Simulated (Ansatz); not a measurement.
Computed with DFT PBE, scalar-relativistic, plane waves, PAW (Ansatz). All cells share a 420 eV cutoff and Γ-centred k meshes spaced at most about 0.3 Å⁻¹ (about 0.25 or finer for metals, 2π included). No spin polarisation.

All energies are static (0 K, no zero-point motion). Both are relaxed sheets, periodic along a and b.

Two relaxed structures of In:

A.

```cif
data_structure
_symmetry_space_group_name_H-M 'P 1'
_symmetry_Int_Tables_number 1
_cell_length_a 4.2340
_cell_length_b 4.2340
_cell_length_c 23.8343
_cell_angle_alpha 90.000
_cell_angle_beta 90.000
_cell_angle_gamma 89.994
_cell_volume 427.27
loop_
_atom_site_label
_atom_site_type_symbol
_atom_site_fract_x
_atom_site_fract_y
_atom_site_fract_z
_atom_site_occupancy
In1 In 0.25000 0.75000 0.30868 1
In2 In 0.75000 0.25000 0.32067 1
```

B.

```cif
data_structure
_symmetry_space_group_name_H-M 'P 1'
_symmetry_Int_Tables_number 1
_cell_length_a 5.0154
_cell_length_b 5.0154
_cell_length_c 23.8000
_cell_angle_alpha 90.000
_cell_angle_beta 90.000
_cell_angle_gamma 120.000
_cell_volume 518.46
loop_
_atom_site_label
_atom_site_type_symbol
_atom_site_fract_x
_atom_site_fract_y
_atom_site_fract_z
_atom_site_occupancy
In1 In 0.66667 0.33333 0.29412 1
In2 In 0.33333 0.66667 0.29412 1
```

Question: Which would you expect to be lower, and how large is the difference?

Answer: A is lower, by 152 meV/atom. A has layer group p4/nmm (No. 64), 9.0 Å²/atom and no gap on its mesh; B has layer group p6/mmm (No. 80), 10.9 Å²/atom and no gap. Counting all near atoms (those within 1.25 times the shortest distance at each site), A has In 4 and B has In 3. Both come from invented guesses.

Cells relaxed within their symmetry can be saddle points.
